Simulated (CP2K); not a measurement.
Al2Ru under changes of volume

One of the cells (13.706 Å³/atom); the others are scaled copies at fixed shape and fractional positions:

```
Ru Al
1.0
     4.76377    0.00000    0.00000
     2.71924    3.91142    0.00000
    -3.74150   -1.95571    2.20677
Ru Al
1 2
Direct
  0.00000 0.00000 0.00000
  0.34080 0.34080 0.00000
  0.65920 0.65920 0.00000
```

The cell comes from a database or a generator and needn't be the stable form of this composition.

| Property | Result |
| --- | --- |
| Program | CP2K 2026.2 |
| Functional | PBEsol |
| Potentials or basis | POTENTIAL_UZH Ru GTH-PBE-q16, Al GTH-PBE-q3; TZVP-MOLOPT-PBE-GTH basis |
| Density cutoff | 6123 eV |
| k mesh | 12 × 12 × 12 |
| Occupations | fermi-dirac, width 0.05 eV |
| Spin | no spin polarisation |

```csv
volume (Å³/atom),energy over the lowest point (meV/atom),pressure (GPa),largest force (eV/Å)
12.884,43.73,15.3,0.251
13.158,21.76,10.5,0.169
13.432,7.66,6.1,0.093
13.706,0.64,2.2,0.022
13.980,0.00,-1.3,0.043
14.255,5.10,-4.5,0.103
14.529,?,?,?
```

Q: What does the run at 14.529 Å³/atom give?

A: Energy over the lowest point 15.37 meV/atom; pressure -7.4 GPa; largest force 0.158 eV/Å.

Worked out: A Birch-Murnaghan fit of order 3 (a polynomial in V^(-2/3)) to the other rows has its minimum at 13.87 Å³/atom with B0 = V·E''(V) = 177 GPa and B' = 4.3 at fixed shape and positions, which overstates the stiffness. It gives 15.35 meV/atom at 14.529 Å³/atom, against the run's 15.37, and -dE/dV = -7.4 GPa, against -7.4.

Energies are extrapolated to zero smearing.

Caveats: the potentials were made for another functional, which shifts forces and pressure; the basis of atomic orbitals isn't converged, which shifts pressures, moduli and gaps.
